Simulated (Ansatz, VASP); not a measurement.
## As (As monolayer (from R-3m)) in two plane-wave programs

One calculation is typed for both programs; each brings its own data sets. How far apart do they land? The cell is taken from a series of runs on this material, whose earlier steps may have relaxed, scaled, displaced or heated it; both programs get it as it stands.

Method: plane waves, with VASP 6.6.1 beside it; PBE0, in Ansatz 0.2.0.

### Step 1. The structure

The cell holds 2 atoms: 2 As. Cell: a = 3.605 Å, b = 3.605 Å, c = 30.000 Å, α = 90.0°, β = 90.0°, γ = 120.0°. Vacuum lies along c.

Structure file:

```cif
data_structure
_symmetry_space_group_name_H-M 'P 1'
_symmetry_Int_Tables_number 1
_cell_length_a 3.6055
_cell_length_b 3.6055
_cell_length_c 30.0000
_cell_angle_alpha 90.000
_cell_angle_beta 90.000
_cell_angle_gamma 120.000
_cell_volume 337.74
loop_
_atom_site_label
_atom_site_type_symbol
_atom_site_fract_x
_atom_site_fract_y
_atom_site_fract_z
_atom_site_occupancy
As1 As 0.00000 0.00000 0.47682 1
As2 As 0.33333 0.66667 0.52318 1
```

### Step 2. Ansatz: single point, PBE0

Ansatz runs on its default PAW (the set named soft_2) files.

With cell and atoms fixed, the geometry can't cause a difference; cores, projectors, grids and the points listed under the comparison can.

Contents of input.yaml:

```yaml
crystal:
  lattice:
    - [3.6054818624, 0.0, 0.0]
    - [-1.8027409312, 3.1224388858, 0.0]
    - [0.0, 0.0, 30.0]
  atoms:
    - { symbol: As, position: [0.0, 0.0, 0.4768222473] }
    - { symbol: As, position: [0.3333333333, 0.6666666667, 0.5231777527] }
  periodic: [true, true, false]
basis:
  ecutwfc: 420
  xc_grid: 2
hamiltonian:
  xc: pbe0
kpoints:
  mp_grid: { grid: [3, 3, 1] }
scf:
  occupations: { method: fixed }
  max_iter: 80
output:
  forces: true
  eigenvalues: true
  write_potential: true
  volumetric_format: npy
```

The run is started by

```console
ansatz run input.yaml --threads 4 --pin off --max-ram 10362MiB --backend cpu --events-out ev --progress --plain --runs-dir out
```

Numbers of over 12 decimals in the logs are rounded to 6 here.

Log:

```text
Engine: ansatz 0.2.0, x86_64-unknown-linux-gnu
Pseudopotentials: kind: paw
Pseudopotential: As, paw, valence charge 15, recommended cutoff 420 eV (normal), As.paw.azcp
Functional definition: PBE0
  parameter a = 0.25
  parameter kappa = 0.804
  parameter beta = 0.066725
  exchange = (1 - a)*pbe_x(kappa = kappa, mu = beta*pi^2/3) + a*exact_x
  correlation = pbe_c(beta = beta)
davidson cushion auto → on  (no smearing: the cushion is to keep the highest requested band from converging to the state above it; pin scf.eigensolver.cushion to override)
Crystal: 2 atoms, lattice volume = 337.737 Å³
Basis set: ecut = 420 eV, 6533 PW (Γ), exchange–correlation on 50×50×432 points (8 copies of the dense FFT grid, shifted against one another)
Bands: 19, of which v1, the nominal top of the filled ones, is band 15 counted from 1 (14 counted from 0)
Symmetry: 12 space group operations
Space group: P-3m1 (ITA 164), of the structure as read, at distance tolerance 7.0e-5 Å
k-points: 3 of 9
Non-local potential: As, projectors of the file, l = 0: 2, l = 1: 2, l = 2: 3, l = 3: 1
PAW form: soft (Blöchl's): semilocal exchange-correlation on the pseudo side does not see the compensation charge
PAW frozen core: As, regenerated for the run's functional, and the local potential with it (the file was generated under x = pbe(κ = 0.804, μ = 0.219515), c = pbe(β = 0.066725))
PAW one-centre angular grid: As, 590 points (default); XC on 64 Gauss nodes
Initial density: superposition of atomic densities (neutral atoms: chi_scale 0, normalization atom), corrected by the library's trained network
Initial wavefunctions: pseudopotential atomic-orbital guess
Functional: x = pbe(κ = 0.804, μ = 0.219515), c = pbe(β = 0.066725), warm-up for x = 0.75 pbe(κ = 0.804, μ = 0.219515) + 0.25 exact, c = pbe(β = 0.066725)
SCF iter   1: F=—  HF=-9711.779836 eV  |F-HF|=—  |Δ(HF+E_count)|=         —  Δρ=2.08e-3  dr2=1.43e-2  ethr=1.77e-3  ⟨swp⟩=15.7  Hψ=292  notcnv=0  reapply=1
preconditioner: auto → none  [insulator: Δε(μ)=1.627 eV  Ē_g=9.318 eV  n_scr=16 (ndim 8)  ℏωp=6.4 eV  f_vac=0.817]
SCF iter   2: F=—  HF=-9711.778641 eV  |F-HF|=—  |Δ(HF+E_count)|=   1.19e-3  Δρ=8.86e-4  dr2=1.92e-3  ethr=4.77e-5  ⟨swp⟩=4.7  Hψ=155  notcnv=0  defer=5
iter 3 solved again at ethr=3.37e-7 eV; its pass at ethr=6.40e-6 eV (dr2=1.01e-4 eV) is discarded
SCF iter   3: F=-9711.779078 eV  HF=-9711.779054 eV  |F-HF|=2.36e-5  |Δ(HF+E_count)|=   4.13e-4  Δρ=1.90e-4  dr2=1.06e-4  ethr=3.37e-7  ⟨swp⟩=5.3  Hψ=333  notcnv=0  defer=3
SCF 1 stopped early in 3 iterations: F = -9711.779078 eV  dr2 = 1.06e-4
  greatest PAW one-centre occupation: 0.999 electrons in one spin orbital (limit 2), on the As atom at site 1 (counted from 0), in its partial waves of l = 2
Initial density: handed on by an earlier stage of this run
Initial wavefunctions: those handed on with the density
Functional: x = 0.75 pbe(κ = 0.804, μ = 0.219515) + 0.25 exact, c = pbe(β = 0.066725)
Exchange kernel: α = 0.2500, full range, Wigner–Seitz truncation, v(0) = 6361.1013 eV·Å³, q-mesh 3×3×1, nearest image of the exchange supercell L = 10.82 Å, pair-density grid 15×15×120, without the augmentation charges, whose exchange is taken in its separable form by FFT convolution over the k-point mesh (sized by the pseudopotential files, 24×24×216 at the most)
Frozen-core exchange: fock
SCF iter   1: F=—  HF=-9713.952282 eV  |F-HF|=—  |Δ(HF+E_count)|=         —  Δρ=2.35e-3  dr2=7.30e-3  ethr=3.52e-6  ⟨swp⟩=13.0  Hψ=316  notcnv=0
preconditioner: auto → none  [insulator: Δε(μ)=3.033 eV  Ē_g=11.247 eV  n_scr=16 (ndim 8)  ℏωp=6.4 eV  f_vac=0.817]
SCF iter   2: F=—  HF=-9713.941035 eV  |F-HF|=—  |Δ(HF+E_count)|=   1.12e-2  Δρ=9.87e-4  dr2=1.87e-3  ethr=3.52e-6  ⟨swp⟩=4.0  Hψ=217  notcnv=0
SCF iter   3: F=—  HF=-9713.940739 eV  |F-HF|=—  |Δ(HF+E_count)|=   2.97e-4  Δρ=3.64e-4  dr2=1.44e-3  ethr=3.52e-6  ⟨swp⟩=3.0  Hψ=134  notcnv=0
SCF iter   4: F=—  HF=-9713.950339 eV  |F-HF|=—  |Δ(HF+E_count)|=   9.60e-3  Δρ=3.44e-4  dr2=3.07e-4  ethr=5.08e-7  ⟨swp⟩=5.0  Hψ=243  notcnv=0
SCF iter   5: F=—  HF=-9713.950200 eV  |F-HF|=—  |Δ(HF+E_count)|=   1.39e-4  Δρ=3.55e-5  dr2=7.51e-5  ethr=5.08e-7  ⟨swp⟩=4.0  Hψ=186  notcnv=0
SCF iter   6: F=—  HF=-9713.950515 eV  |F-HF|=—  |Δ(HF+E_count)|=   3.15e-4  Δρ=7.51e-5  dr2=2.44e-5  ethr=2.05e-8  ⟨swp⟩=6.0  Hψ=230  notcnv=0
SCF iter   7: F=—  HF=-9713.950507 eV  |F-HF|=—  |Δ(HF+E_count)|=   7.59e-6  Δρ=6.84e-6  dr2=6.37e-6  ethr=2.05e-8  ⟨swp⟩=4.3  Hψ=158  notcnv=0
SCF iter   8: F=-9713.950528 eV  HF=-9713.950529 eV  |F-HF|=9.89e-7  |Δ(HF+E_count)|=   2.17e-5  Δρ=1.99e-5  dr2=2.24e-6  ethr=7.31e-10  ⟨swp⟩=5.7  Hψ=248  notcnv=0  defer=2
SCF 2 stopped early in 8 iterations: F = -9713.950528 eV  dr2 = 2.24e-6
  Residual-converged pass: ⟨swp⟩=3.7  Hψ=131  notcnv=0  max |occ|·‖R‖ = 5.7e-6 eV (tolerance 6.7e-6 eV)  dr2=2.24e-6  dr2_onsite=3.43e-8  max |Δocc| = 0.0e0
hybrid outer 1: dexx = +1.228e-2 eV, tail = 1.17e-4 eV
Exchange kernel: α = 0.2500, full range, Wigner–Seitz truncation, v(0) = 6361.1013 eV·Å³, q-mesh 3×3×1, nearest image of the exchange supercell L = 10.82 Å, pair-density grid 15×15×120, without the augmentation charges, whose exchange is taken in its separable form by FFT convolution over the k-point mesh (sized by the pseudopotential files, 24×24×216 at the most)
Frozen-core exchange: fock
SCF iter   1: F=—  HF=-9713.951007 eV  |F-HF|=—  |Δ(HF+E_count)|=         —  Δρ=2.53e-5  dr2=1.40e-6  ethr=1.95e-6  ⟨swp⟩=2.0  Hψ=126  notcnv=0
preconditioner: auto → none  [insulator: Δε(μ)=3.078 eV  Ē_g=11.290 eV  n_scr=16 (ndim 8)  ℏωp=6.4 eV  f_vac=0.817]
SCF iter   2: F=—  HF=-9713.951010 eV  |F-HF|=—  |Δ(HF+E_count)|=   3.37e-6  Δρ=1.61e-5  dr2=4.96e-7  ethr=4.04e-9  ⟨swp⟩=5.3  Hψ=244  notcnv=0  defer=1
SCF iter   3: F=—  HF=-9713.951010 eV  |F-HF|=—  |Δ(HF+E_count)|=   1.40e-7  Δρ=9.28e-6  dr2=1.48e-7  ethr=1.57e-9  ⟨swp⟩=4.0  Hψ=140  notcnv=0  defer=1
SCF iter   4: F=—  HF=-9713.951010 eV  |F-HF|=—  |Δ(HF+E_count)|=   3.25e-8  Δρ=1.25e-6  dr2=6.47e-9  ethr=4.91e-10  ⟨swp⟩=3.7  Hψ=176  notcnv=0  defer=1
SCF iter   5: F=-9713.951010 eV  HF=-9713.951010 eV  |F-HF|=3.09e-10  |Δ(HF+E_count)|=   5.51e-9  Δρ=3.08e-7  dr2=4.28e-10  ethr=1.93e-11  ⟨swp⟩=4.7  Hψ=197  notcnv=0  defer=1
SCF 3 converged in 5 iterations: F = -9713.951010 eV  dr2 = 4.28e-10
  Residual-converged pass: ⟨swp⟩=3.7  Hψ=152  notcnv=0  max |occ|·‖R‖ = 4.2e-7 eV (tolerance 4.4e-7 eV)  dr2=4.26e-10  dr2_onsite=8.08e-11  max |Δocc| = 0.0e0
hybrid outer 2: dexx = +1.423e-6 eV, tail = 6.13e-8 eV, Δε = 5.74e-3 eV (about 2.71e-4 eV left of the loop's levels), ΔF = 5.21e-3 eV/Å (tail 1.43e-3)
Exchange kernel: α = 0.2500, full range, Wigner–Seitz truncation, v(0) = 6361.1013 eV·Å³, q-mesh 3×3×1, nearest image of the exchange supercell L = 10.82 Å, pair-density grid 15×15×120, without the augmentation charges, whose exchange is taken in its separable form by FFT convolution over the k-point mesh (sized by the pseudopotential files, 24×24×216 at the most)
Frozen-core exchange: fock
SCF iter   1: F=—  HF=-9713.951010 eV  |F-HF|=—  |Δ(HF+E_count)|=         —  Δρ=5.04e-7  dr2=6.26e-10  ethr=1.02e-9  ⟨swp⟩=2.0  Hψ=126  notcnv=0
preconditioner: auto → none  [insulator: Δε(μ)=3.078 eV  Ē_g=11.291 eV  n_scr=16 (ndim 8)  ℏωp=6.4 eV  f_vac=0.817]
SCF iter   2: F=-9713.951010 eV  HF=-9713.951010 eV  |F-HF|=1.18e-10  |Δ(HF+E_count)|=   1.22e-9  Δρ=3.53e-7  dr2=2.03e-10  ethr=2.03e-12  ⟨swp⟩=4.7  Hψ=241  notcnv=0  defer=1
SCF 4 converged in 2 iterations: F = -9713.951010 eV  dr2 = 2.03e-10
  Residual-converged pass: ⟨swp⟩=2.0  Hψ=113  notcnv=0  max |occ|·‖R‖ = 6.5e-7 eV (tolerance 7.7e-7 eV)  dr2=2.05e-10  dr2_onsite=1.33e-10  max |Δocc| = 0.0e0
hybrid outer 3: dexx = +4.000e-10 eV, tail = 6.83e-10 eV, Δε = 9.47e-5 eV (about 2.50e-5 eV left of the loop's levels), ΔF = 2.58e-4 eV/Å (tail 9.70e-5)
WARN: The output density's exchange-correlation potential varies sharply where the density is thin. Do not read a vacuum level from v_tot or v_xc, or from such a field of the output density. On a cell that repeats whose density bears no net charge and no dipole along the vacuum's axis use v_es (v_loc + v_h of the components); under efield.dipole_correction with no amplitude use v_es + v_field, which holds any externa [...]
hybrid SCF converged: 3 outer / 15 inner (+3 warm-up), last move |dexx| = 4.00e-10 eV, tail = 6.83e-10 eV
Stability not checked: this state was not tested for a lower state beside it, because the functional holds exact exchange (a hybrid, or Hartree-Fock), whose exchange loop this test does not read (fock_operator; see scf.lower_state_search)
Free energy (F): -9713.951010 eV
Frozen-core exchange: fock
Harris-Foulkes:  -9713.951010 eV  (|F-HF|=1.18e-10)
Internal energy: -9713.951010 eV  (E = F + TS)
E sigma→0 (E₀):  -9713.951010 eV
Fermi energy:    -6.027925 eV
--- Per-component energies (eV) ---
  E_band       = -1006.576124
  E_kinetic    = 203.363990
  E_local      = -50770.983610  (includes V_loc(G=0)·N_el)
  E_nonlocal   = -1341.993433
  E_hartree    = 25346.784078
  E_xc         = -121.409421
  E_vxc        = -121.314294  (∫ρ·V_xc dr)
  E_exx        = -134.482283  (= α·E_x^exact, valence–valence)
  E_paw        = -3570.858491  (= ΣΔE_a)
  E_vpaw       = 599.748074  (= ΣTr[D̂ρ^β])
  E_aug_tail   = 0.000013  (compensation charges beyond the density's cutoff)
  E_ewald      = 20677.205055
  E_core_change = -1.576910  (= ΣΔE_core)
  E_smearing   = -0.000000  (= −TS)
  E_closure    = 0.000000  (closes the sum)
  Σ components = -9713.951010   (vs F -9713.951010, Δ=0.00e0)
--- Forces (eV/Å), atoms counted from 1 ---
  atom   1  As     0.00000000    -0.00000000     0.79887575
  atom   2  As     0.00000000     0.00000000    -0.79887575
  max |Σ_I F_I| component: 0.00e0 eV/Å
--- Band table (eV) ---
  k-point 0: bands = [... 11 lower, -13.8410, -6.5213, -6.0279, -6.0279, -2.4358, -0.9293, -0.9293, -0.1571]
  k-point 1: bands = [... 11 lower, -14.6103, -9.9533, -7.7046, -6.7986, -2.9496, -0.5989, 0.1970, 1.3975]
  k-point 2: bands = [... 11 lower, -16.8815, -10.7274, -8.1774, -8.1774, -2.5680, 0.2048, 0.2048, 3.4985]
  the weakly bound empty levels are not read free of the cell's end (exact_exchange)
```

### Step 3. VASP: single point, PBE0

The same cell, functional and mesh now go to VASP, with its own data sets.

Lines of VASP's logs that name or quote its potential files are left out, and so is its time.

The run reads the wave functions of an earlier VASP run, which isn't shown here.

Contents of INCAR:

```
SYSTEM = As
PREC = Accurate
ENCUT = 400
EDIFF = 1E-06
NELM = 100
ISMEAR = 0
SIGMA = 0.01
LREAL = .FALSE.
ALGO = Normal
LHFCALC = .TRUE.
AEXX = 0.25
GGA = PE
LASPH = .TRUE.
NBANDS = 11
PRECFOCK = Fast
LORBIT = 11
LWAVE = .FALSE.
LCHARG = .FALSE.
NCORE = 4
ISIF = 2
LDIPOL = .TRUE.
IDIPOL = 3
DIPOL = 0.5 0.5 0.5
LVHAR = .TRUE.
```

Contents of POSCAR:

```
As
1.0
    3.6054818624      0.0000000000      0.0000000000
   -1.8027409312      3.1224388858      0.0000000000
    0.0000000000      0.0000000000     30.0000000000
As
2
Direct
    0.0000000000      0.0000000000      0.4768222473
    0.3333333333      0.6666666667      0.5231777527
```

Contents of KPOINTS:

```
Automatic mesh
0
Gamma
3 3 1
0 0 0
```

Potentials, in the order of the species: As (PBE family, release 64).

The run is started by

```console
mpirun -np 4 vasp_std
```

Log:

```text
[banner, memory and clock lines left out]
running    4 mpi-ranks, on    1 nodes
 distrk:  each k-point on    4 cores,    1 groups
 distr:  one band on    4 cores,    1 groups

 POSCAR found type information on POSCAR As
 POSCAR found :  1 types and       2 ions
 LDA part: xc-table for (Slater+PW92), standard interpolation
 found WAVECAR, reading the header
 POSCAR, INCAR and KPOINTS ok, starting setup
 FFT: planning ... GRIDC
 FFT: planning ... GRID_SOFT
 FFT: planning ... GRID
 reading WAVECAR
 the WAVECAR file was read successfully
 initial charge from wavefunction
 entering main loop
       N       E                     dE             d eps       ncg     rms          rms(c)
DAV:   1    -0.119358977702E+02   -0.11936E+02   -0.67186E-01    75   0.562E+00    0.249E+00
DAV:   2    -0.119411775848E+02   -0.52798E-02   -0.15310E-02    80   0.597E-01    0.164E+00
DAV:   3    -0.119396123695E+02    0.15652E-02   -0.16944E-03    78   0.207E-01    0.963E-01
DAV:   4    -0.119389974483E+02    0.61492E-03   -0.56008E-04    77   0.123E-01    0.531E-01
DAV:   5    -0.119388111872E+02    0.18626E-03   -0.19015E-04    94   0.692E-02    0.295E-01
DAV:   6    -0.119387608373E+02    0.50350E-04   -0.60081E-05    78   0.383E-02    0.164E-01
DAV:   7    -0.119387498431E+02    0.10994E-04   -0.17611E-05    88   0.205E-02    0.907E-02
DAV:   8    -0.119387496718E+02    0.17125E-06   -0.50797E-06    69   0.113E-02
   1 F= -.11938750E+02 E0= -.11938750E+02  d E =-.161743E-12
```

From OUTCAR (step 3):

```text
ion  position               nearest neighbor table
   1  0.000  0.000  0.477-   2 2.50   2 2.50   2 2.50
   2  0.333  0.667  0.523-   1 2.50   1 2.50   1 2.50

  LATTYP: Found a hexagonal cell.
 ALAT       =     3.6054818624
 C/A-ratio  =     8.3206631305

 Subroutine GETGRP returns: Found 12 space group operations
 (whereof  6 operations were pure point group operations)

The static configuration has the point symmetry C_3v.
 The point group associated with its full space group is D_3d.

 Found      3 irreducible k-points:

   k-points           NKPTS =      3   k-points in BZ     NKDIM =      9   number of bands    NBANDS=     11

   dimension x,y,z NGX =    24 NGY =   24 NGZ =  196
   dimension x,y,z NGXF=    48 NGYF=   48 NGZF=  392

   ENCUT  =  400.0 eV  29.40 Ry    5.42 a.u.   5.88  5.88 48.92*2*pi/ulx,y,z

   NELECT =      10.0000    total number of electrons

 k-points in reciprocal lattice and weights: Automatic mesh
   0.00000000  0.00000000  0.00000000       0.111
   0.33333333  0.00000000  0.00000000       0.667
   0.33333333  0.33333333  0.00000000       0.222

  exchange ACFDT corr.  =         0.00000000  see jH, gK, PRB 81, 115126

 dipolmoment           0.000000      0.000000      0.000000 electrons x Angstroem

 average (electrostatic) potential at core
       1 -54.0545       2 -54.0545

 E-fermi :  -4.7949

 k-point     1 :       0.0000    0.0000    0.0000
  band No.  band energies     occupation
      1     -19.6200      2.00000
      2     -12.6087      2.00000
      3      -5.2854      2.00000
      4      -4.8427      2.00000
      5      -4.8427      2.00000
      6      -1.2137      0.00000
      7       0.3225      0.00000
      8       0.3225      0.00000
      9       1.1385      0.00000
     10       1.2178      0.00000
    ...

 k-point     2 :       0.3333    0.0000    0.0000
  band No.  band energies     occupation
      1     -18.0639      2.00000
      2     -13.4030      2.00000
      3      -8.7046      2.00000
      4      -6.5004      2.00000
      5      -5.5626      2.00000
      6      -1.6984      0.00000
      7       0.6375      0.00000
      8       1.4360      0.00000
      9       2.6961      0.00000
     10       2.8955      0.00000
    ...

 k-point     3 :       0.3333    0.3333    0.0000
  band No.  band energies     occupation
      1     -15.6786      2.00000
      2     -15.6786      2.00000
      3      -9.4961      2.00000
      4      -6.9329      2.00000
      5      -6.9329      2.00000
      6      -1.3000      0.00000
      7       1.4276      0.00000
      8       1.4276      0.00000
      9       4.7350      0.00000
     10       5.6716      0.00000
    ...

  Total        0.6951420      0.6951420     -1.2028263      0.0000000      0.0000000      0.0000000
  in kB        3.2976579      3.2976579     -5.7060424      0.0000000      0.0000000      0.0000000
  external PRESSURE =       0.2964245 kB  Pullay stress =       0.0000000 kB

  energy-cutoff  :      400.00
  volume of cell :      337.74
      direct lattice vectors                 reciprocal lattice vectors
     3.605481862  0.000000000  0.000000000     0.277355438  0.160131237  0.000000000
    -1.802740931  3.122438886  0.000000000     0.000000000  0.320262473  0.000000000
     0.000000000  0.000000000 30.000000000     0.000000000  0.000000000  0.033333333

 POSITION                                       TOTAL-FORCE (eV/Angst)
 -----------------------------------------------------------------------------------
      0.00000      0.00000     14.30467         0.000000      0.000000      0.815363
     -0.00000      2.08163     15.69533        -0.000000      0.000000     -0.815363
 -----------------------------------------------------------------------------------
    total drift:                                0.000000      0.000000      0.000001

  FREE ENERGIE OF THE ION-ELECTRON SYSTEM (eV)
  ---------------------------------------------------
  free  energy   TOTEN  =       -11.9387496718 eV

  energy  without entropy=      -11.9387496718  energy(sigma->0) =      -11.93874967

 vacuum level on the upper side and lower side of the slab         1.227         1.227

 total charge
# of ion       s       p       d       tot
------------------------------------------
    1        1.304   1.414   0.044   2.762
    2        1.304   1.414   0.044   2.762
--------------------------------------------------
tot          2.608   2.828   0.088   5.524
```

The k-mesh is coarse for unscreened exact exchange, which converges slowly with it.

### Step 4. Side by side

Known differences besides the potentials themselves: exact exchange at q = 0 is treated differently, which shows on coarse meshes; VASP keeps PBE cores, Ansatz makes them for the functional; fixed occupations in Ansatz, narrow Gaussian smearing in VASP; Ansatz cuts the interaction across the vacuum, VASP repeats the sheet with a dipole correction (LDIPOL); the data sets hold 30 valence electrons in Ansatz (on its default PAW (the set named soft_2) files) and 10 in VASP; the cutoff is 420 eV in Ansatz and 400 eV in VASP; VASP takes a coarser grid for exact exchange (PRECFOCK = Fast). Total energies have different zeros and are not compared.

The two programs side by side:

```
              quantity  Ansatz   VASP  difference
gap on the k mesh (eV)   3.078  3.144      -0.066
```

Forces (eV/Å; atoms numbered as in POSCAR):

```
atom        Ansatz x, y, z          VASP x, y, z
 As1   0.000, 0.000, 0.799   0.000, 0.000, 0.815
 As2  0.000, 0.000, -0.799  0.000, 0.000, -0.815
```

The forces differ by 9.5 meV/Å r.m.s., which is 2.0 % of the r.m.s. force of 0.471 eV/Å (both taken over all components). A gap on the mesh is an upper bound, since the band edges may lie between its points. Where the cell holds vacuum, a pressure given here is an average over it and none of the material.

### Step 5. Results

```json
{
  "r.m.s. force difference (single point, PBE0)": "2.0 % of the r.m.s. force",
  "difference in gap on the k mesh (single point, PBE0)": "-0.066 eV"
}
```

**Reading.** The difference in gap on the k mesh is -0.066 eV (single point, PBE0), within the 0.08 eV picked in this series as the mark of a large difference. The data sets hold unlike numbers of valence electrons (30 in Ansatz and 10 in VASP), so part of the differences may come from the potentials. Such differences can come from data sets, numerical settings and the points named under the comparisons, not from the functional's error against experiment.

[Lines on the potential files, build, host, timing and source positions are cut from VASP's logs without a mark.]

[Logs are printed without paths, hosts, clocks, repeated set-up lines and the standing remarks that a program may print on its own settings, such as how far it seeks lower states.]

[Hosts, paths, dates, database ids (printed as entryN), source tags and the programs' standing remarks are cut or masked in the printed files.]
